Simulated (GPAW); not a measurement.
# GaP (F-43m) in GPAW: notebook

Runs on GaP. Level: PBE. Tasks: single point.

Program: GPAW 26.7.0. These are calculated values, not measurements. Logs are shortened: lines on timing, memory, paths and dates and some standing lists are left out, and cuts for length are marked. The log counts tension as positive stress, the text compression.

**Experimental background.**

“Stacking defects in GaP nanowires: Electronic structure and optical properties”, 2018, arxiv:1810.01194 quotes, for a bulk crystal of GaP at 10 K: band gap 2.34 eV (indirect).

The runs below are set against these values where they give the same quantity.

### 1 The crystal as given

The structure is cubic, space group F-43m (No. 216). Conventional cell: a = 5.451 Å, b = 5.451 Å, c = 5.451 Å, α = 90.00°, β = 90.00°, γ = 90.00°. Ga (site symmetry -43m) has 4 P at 2.36 Å as nearest neighbours. P (site symmetry -43m) has 4 Ga at 2.36 Å as nearest neighbours.

### 2 Single point, PBE

run.py

```python
from ase import Atoms
from ase.dft.bandgap import bandgap
from ase.io import write
from ase.units import GPa
from gpaw import GPAW, PW

atoms = Atoms(['Ga', 'P'],
              cell=[[0.0, 2.72525, 2.72525],
                    [2.72525, 0.0, 2.72525],
                    [2.72525, 2.72525, 0.0]],
              scaled_positions=[[0.0, 0.0, 0.0],
                                [0.75, 0.75, 0.75]],
              pbc=True)

calc = GPAW(mode=PW(600),
            xc='PBE',
            kpts={'size': (6, 6, 6), 'gamma': True},
            occupations={'name': 'fermi-dirac', 'width': 0.05},
            nbands=11,
            convergence={'density': 1e-05, 'energy': 1e-05},
            maxiter=80,
            txt='gpaw.txt')
atoms.calc = calc
energy = atoms.get_potential_energy()
forces = atoms.get_forces()
stress = atoms.get_stress()
calc.write('gs.gpw')
write('result.traj', atoms)
print(f'Energy: {energy:.6f} eV')
print('Forces (eV/A):')
print(forces.round(4))
print('Stress (GPa):', (stress / GPa).round(3))
print('Fermi level:', round(calc.get_fermi_level(), 4), 'eV')
print(f'Gap: {bandgap(calc)[0]:.4f} eV, direct: {bandgap(calc, direct=True)[0]:.4f} eV')
```

Potentials or basis: GPAW PAW data sets (gpaw-data 1.2.1), pw.

Run with:

```console
> OMP_NUM_THREADS=1 python run.py
```

gpaw.txt:

```text
__  _  _
 | _ |_)|_||  |
 |__||  | ||/\| - 26.7.0

Input parameters:
  mode=PW(ecut=600.0),
  convergence={'density': 1e-05, 'energy': 1e-05},
  kpts=MonkhorstPack(size=(6, 6, 6), gamma=True),
  maxiter=80,
  nbands=11,
  occupations=Occupations(name='fermi-dirac', width=0.05),
  xc=XC(name='PBE')

Diagonalizing LCAO Hamiltonian
Converting LCAO to pw mode

                    P

       Ga

Atoms  # Å, Bohr magnetons
|   | symbol |        x |        y |        z |    initial magnetic moments |
|---|--------|----------|----------|----------|-----------------------------|
| 0 |     Ga | 0.000000 | 0.000000 | 0.000000 | ( 0.0000,  0.0000,  0.0000) |
| 1 |      P | 4.087875 | 4.087875 | 4.087875 | ( 0.0000,  0.0000,  0.0000) |

Unit cell  # Å
| periodic |        x |        y |        z |  lengths |    angles |
|----------|----------|----------|----------|----------|-----------|
|      yes | 0.000000 | 2.725250 | 2.725250 | 3.854086 | 60.000000 |
|      yes | 2.725250 | 0.000000 | 2.725250 | 3.854086 | 60.000000 |
|      yes | 2.725250 | 2.725250 | 0.000000 | 3.854086 | 60.000000 |

Number of symmetries: 24
Symmetry operations  # r_c * U_cc + t_c -> r_c
|    | kind |            matrix            |
|----|------|------------------------------|
|  0 |  E   |  1, 0, 0,  0, 1, 0,  0, 0, 1 |
|  1 |  σ   |  1, 0, 0,  0, 0, 1,  0, 1, 0 |
|  2 |  σ   |  1, 0,-1,  0, 1,-1,  0, 0,-1 |
|  3 |  C3  |  1, 0,-1,  0, 0,-1,  0, 1,-1 |
|  4 |  C3  |  1,-1, 0,  0,-1, 1,  0,-1, 0 |
|  5 |  σ   |  1,-1, 0,  0,-1, 0,  0,-1, 1 |
|  6 |  σ   |  0, 1, 0,  1, 0, 0,  0, 0, 1 |
|  7 |  C3  |  0, 1, 0,  0, 0, 1,  1, 0, 0 |
|  8 |  C2  |  0, 1,-1,  1, 0,-1,  0, 0,-1 |
|  9 |  S4  |  0, 1,-1,  0, 0,-1,  1, 0,-1 |
| 10 |  C3  |  0, 0, 1,  1, 0, 0,  0, 1, 0 |
| 11 |  σ   |  0, 0, 1,  0, 1, 0,  1, 0, 0 |
| 12 |  S4  |  0, 0,-1,  1, 0,-1,  0, 1,-1 |
| 13 |  C3  |  0, 0,-1,  0, 1,-1,  1, 0,-1 |
| 14 |  S4  |  0,-1, 1,  1,-1, 0,  0,-1, 0 |
| 15 |  C2  |  0,-1, 1,  0,-1, 0,  1,-1, 0 |
| 16 |  C3  |  0,-1, 0,  1,-1, 0,  0,-1, 1 |
| 17 |  S4  |  0,-1, 0,  0,-1, 1,  1,-1, 0 |
| 18 |  S4  | -1, 1, 0, -1, 0, 1, -1, 0, 0 |
| 19 |  C3  | -1, 1, 0, -1, 0, 0, -1, 0, 1 |
| 20 |  C3  | -1, 0, 1, -1, 1, 0, -1, 0, 0 |
| 21 |  S4  | -1, 0, 1, -1, 0, 0, -1, 1, 0 |
| 22 |  σ   | -1, 0, 0, -1, 1, 0, -1, 0, 1 |
| 23 |  C2  | -1, 0, 0, -1, 0, 1, -1, 1, 0 |

BZ-sampling:
  Number of BZ points: 216
  Number of IBZ points: 16

  Monkhorst-Pack size: [6, 6, 6]
  Monkhorst-Pack shift: [0.08333333333333333, 0.08333333333333333, 0.08333333333333333]

K-points  # in reciprocal-cell coordinates
|     |                                coordinates |     weight |
|-----|--------------------------------------------|------------|
|   0 | (  0.00000000,   0.00000000,   0.00000000) | 0.00462963 |
|   1 | (  0.16666667,   0.16666667,   0.00000000) | 0.02777778 |
|   2 | (  0.16666667,   0.16666667,   0.16666667) | 0.03703704 |
|   3 | (  0.33333333,   0.16666667,   0.16666667) | 0.05555556 |
|   4 | (  0.33333333,   0.33333333,  -0.33333333) | 0.05555556 |
|   5 | (  0.33333333,   0.33333333,   0.00000000) | 0.02777778 |
|   6 | (  0.33333333,   0.33333333,   0.16666667) | 0.11111111 |
|   7 | (  0.33333333,   0.33333333,   0.33333333) | 0.03703704 |
|   8 | (  0.50000000,   0.33333333,  -0.33333333) | 0.11111111 |
|   9 | (  0.50000000,   0.33333333,  -0.16666667) | 0.05555556 |
| ... |                                            |            |
|  15 | (  0.50000000,   0.50000000,   0.50000000) | 0.01851852 |

Plane wave coefficients: 1363
Cutoff: 600.0 eV

Spin-components: 1 (collinear spins)
Bands:           11
Projectors:      10
Spin-degeneracy: 2
Datatype:        complex128

Parallelization:
  kpt:    1
  domain: 1
  band:   1

Density:
  Valence electrons: 8.0
  Components: 1
  Grid points: [24 24 24]
  Charge: 0.0  # |e|

Potential:
  Grid points: [24 24 24]

species:
  Ga:
    name:    Gallium
    Z:       31.0
    valence: 3
    core:    28
    charge:  0.0  # [|e|]
    compensation charges:
      type: gauss
      rc: 0.37  # [Å]
      lmax: 2
    cutoffs:
      filter: 2.06  # [Å]
      core: 4.17  # [Å]
    projectors
    | kind |    occ | energy [eV] | rcut [Å] |
    |------|--------|-------------|----------|
    |   4s |  2.000 |      -8.945 |    1.164 |
    |   4p |  1.000 |      -2.580 |    1.164 |
    |    s |        |      18.266 |    1.164 |
    |    p |        |      24.631 |    1.164 |
    |    d |        |       0.000 |    1.164 |

    Using partial waves for Ga as LCAO basis

  P:
    name:    Phosphorus
    Z:       15.0
    valence: 5
    core:    10
    charge:  0.0  # [|e|]
    compensation charges:
      type: gauss
      rc: 0.30  # [Å]
      lmax: 2
    cutoffs:
      filter: 1.69  # [Å]
      core: 1.81  # [Å]
    projectors
    | kind |    occ | energy [eV] | rcut [Å] |
    |------|--------|-------------|----------|
    |   3s |  2.000 |     -13.968 |    0.953 |
    |   3p |  3.000 |      -5.506 |    0.953 |
    |    s |        |      13.244 |    0.953 |
    |    p |        |      21.705 |    0.953 |
    |    d |        |       0.000 |    0.953 |

    Using partial waves for P as LCAO basis

Reference energy: -62187.585188  # eV

eigensolver:
  PPCG
  Converge bands: occupied
  niter=2

density mixing:
  MSR1-Mixer
  Pratt-step length: 0.05
  Maximum mixing coefficient: 0.75
  Old densities: 10
  SVD Regularization: 0.005
  Good broyden scale: 1.0
  Trust region scale: 1.0
  Backstep threshold: 4.0
  History deletion threshold: 6.0
  Fourier metric: weight=20.0, sigma=0.015

occupation numbers:
  Fermi-Dirac:
    width: 0.0500  # eV

poisson solver:
  ecut: 4800.0  # eV

xc functional:
  name: PBE with 2 nearest neighbor stencil

convergence criteria:
- Maximum integral of absolute [dens]ity change: 1e-05 electrons / valence electron
- Maximum [total energy] change in last 3 cyles: 1e-05 eV / valence electron
- Maximum integral of absolute [eigenst]ate change: 4e-08 eV^2 / valence electron
maximum number of iterations: 80

SCF iterations
|iter     | |      energy | eigst |  dens |
|---------|-|-------------|-------|-------|
|iter:   1| |   -9.208622 | -0.28 |       |
|iter:   2| |   -9.173785 | -2.35 | -0.83 |
|iter:   3| |   -9.022360 | -1.88 | -0.87 |
|iter:   4| |   -9.023621 | -3.47 | -1.51 |
|iter:   5| |   -9.023920 | -4.35 | -2.04 |
|iter:   6| |   -9.023956 | -5.63 | -2.79 |
|iter:   7| |   -9.023956c| -7.21 | -3.77 |
|iter:   8| |   -9.023956c| -7.58c| -4.34 |
|iter:   9| |   -9.023956c| -8.65c| -5.34c|

Converged in 9 steps
Energy contributions relative to reference atoms: (reference = -62187.585188)

Energy contributions:
  Kinetic:          24.601112
  Coulomb:         -21.565028
  Zero:              0.014774
  External:          0.000000
  Xc:              -12.074815
  Entropy:          -0.000000
  Spinorbit:         0.000000
  ----------------------------
  Free energy:      -9.023956
  Extrapolated:     -9.023956

dipole moment: (-10.831720, -10.831720, -10.831720)  # |e|*Ang

Fermi level: 5.779
Eigenvalues  # (at kpt = [0.000, 0.000, 0.000])
| band index |      eig [eV] | occ [0-2] |
|------------|---------------|-----------|
|          0 |        -7.503 |     2.000 |
|          1 |         4.960 |     2.000 |
|          2 |         4.960 |     2.000 |
|          3 |         4.960 |     2.000 |
|          4 |         6.853 |     0.000 |
|          5 |         8.887 |     0.000 |
|          6 |         8.887 |     0.000 |
|          7 |         8.887 |     0.000 |
|          8 |        13.835 |     0.000 |
|          9 |        14.656 |     0.000 |
|         10 |        14.656 |     0.000 |

Gap: 1.664 eV
Transition (v -> c):
  (s=0, k=0, n=3, [0.00, 0.00, 0.00]) -> (s=0, k=12, n=4, [0.50, 0.50, 0.00])
Direct/indirect transitions are different
Direct gap: 1.893 eV
Transition at: (s=0, k=0, n=3, [0.00, 0.00, 0.00])

Forces  # eV/Ang
|       x |        y |        z |
|---------|----------|----------|
| 0.00000 | -0.00000 | -0.00000 |  # Ga   0
| 0.00000 | -0.00000 | -0.00000 |  # P    1

Stress tensor  # eV/Ang^3
|         x |         y |         z |
|-----------|-----------|-----------|
| -0.028545 |  0.000000 | -0.000000 |
|  0.000000 | -0.028545 |  0.000000 |
| -0.000000 |  0.000000 | -0.028545 |

# Writing to gs.gpw (mode='')
```

Wall time 5 s (1 thread of Arm Neoverse V2, shared host); peak memory 0.14 GiB.

What came out:

```
Free energy            : -9.0240 eV
Pressure               : 4.6 GPa
Band gap on the k mesh : 1.66 eV, indirect (least direct gap 1.89 eV)
```

### 3 Single point, PBE

run.py

```python
from ase.dft.bandgap import bandgap
from ase.io import read, write
from ase.units import GPa
from gpaw import GPAW, PW

atoms = read('GaP.xyz')

calc = GPAW(mode=PW(600),
            xc='PBE',
            kpts={'size': (8, 8, 8), 'gamma': True},
            occupations={'name': 'methfessel-paxton', 'order': 0, 'width': 0.019000000000000003},
            nbands=11,
            convergence={'density': 1e-05, 'energy': 1e-05},
            maxiter=150,
            txt='gpaw.txt')
atoms.calc = calc
energy = atoms.get_potential_energy()
forces = atoms.get_forces()
stress = atoms.get_stress()
calc.write('gs.gpw')
write('result.traj', atoms)
print(f'Energy: {energy:.6f} eV')
print('Forces (eV/A):')
print(forces.round(4))
print('Stress (GPa):', (stress / GPa).round(3))
print('Fermi level:', round(calc.get_fermi_level(), 4), 'eV')
print(f'Gap: {bandgap(calc)[0]:.4f} eV, direct: {bandgap(calc, direct=True)[0]:.4f} eV')
```

GaP.xyz

```xyz
2
Lattice="0.0000000000 2.7252500000 2.7252500000 2.7252500000 0.0000000000 2.7252500000 2.7252500000 2.7252500000 0.0000000000" Properties=species:S:1:pos:R:3 pbc="T T T"
Ga     0.0000000000      0.0000000000      0.0000000000
P      4.0878750000      4.0878750000      4.0878750000
```

Potentials or basis: GPAW PAW data sets (gpaw-data 1.2.1), pw.

Run with:

```console
> OMP_NUM_THREADS=1 python run.py
```

It took 9.8 s on 1 thread of Arm Neoverse V1, shared host; peak memory 0.15 GiB.

Results (log left out):

```yaml
Free_energy: -9.0376 eV
Pressure: 4.5 GPa
Band_gap_on_the_k_mesh: 1.67 eV, indirect (least direct gap 1.89 eV)
```

Levels at points of the mesh, in eV from the valence-band top:
| k point | band 2 | band 3 | band 4 | band 5 | band 6 | band 7 |
| --- | --- | --- | --- | --- | --- | --- |
| (0.00, 0.00, 0.00) | 0.00 | 0.00 | 0.00 | 1.89 | 3.93 | 3.93 |
| (0.50, 0.50, 0.00) | -6.72 | -2.66 | -2.66 | 1.67 | 1.85 | 10.64 |
| (0.50, 0.50, 0.50) | -6.60 | -1.11 | -1.11 | 1.73 | 4.75 | 4.75 |

(Part 1 of 2 ends here.)
